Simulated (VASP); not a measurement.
A run of VASP 6.6.1:

The input INCAR:

```
  ALGO = Fast
  EDIFF = 1E-6
  ENCUT = 520
  GGA = PS
  ISIF = 2
  ISMEAR = 0
  LASPH = True
  LCHARG = False
  LREAL = False
  LWAVE = False
  NBANDS = 13
  NELM = 100
  PREC = Accurate
  SIGMA = 0.1
```

File KPOINTS:

```
k-points
0
Gamma
  6 6 6
```

The input POSCAR:

```
Ge
1.0
    2.8051034745      0.0000000000      0.0000000000
   -1.4025517372      2.4292908691      0.0000000000
    0.0000000000      0.0000000000      2.7550890020
Ge
1
Direct
    0.0000000000      0.0000000000      0.0000000000
```

Potentials or basis: VASP PAW PBE potentials, release 64 (Ge_d).

Run with:

```bash
$ cat potpaw_PBE.64/Ge_d/POTCAR > POTCAR
$ mpirun -np 1 vasp_std > vasp.out
```

Hardware: 1 thread of Intel(R) Xeon(R) 6975P-C (Granite Rapids), on a shared host.

How long does it take, and how much memory?

Run time: 3 s on 1 thread of Intel(R) Xeon(R) 6975P-C (Granite Rapids) (shared host), peak memory 0.13 GiB. Counts: scf iterations 11, k points 28.
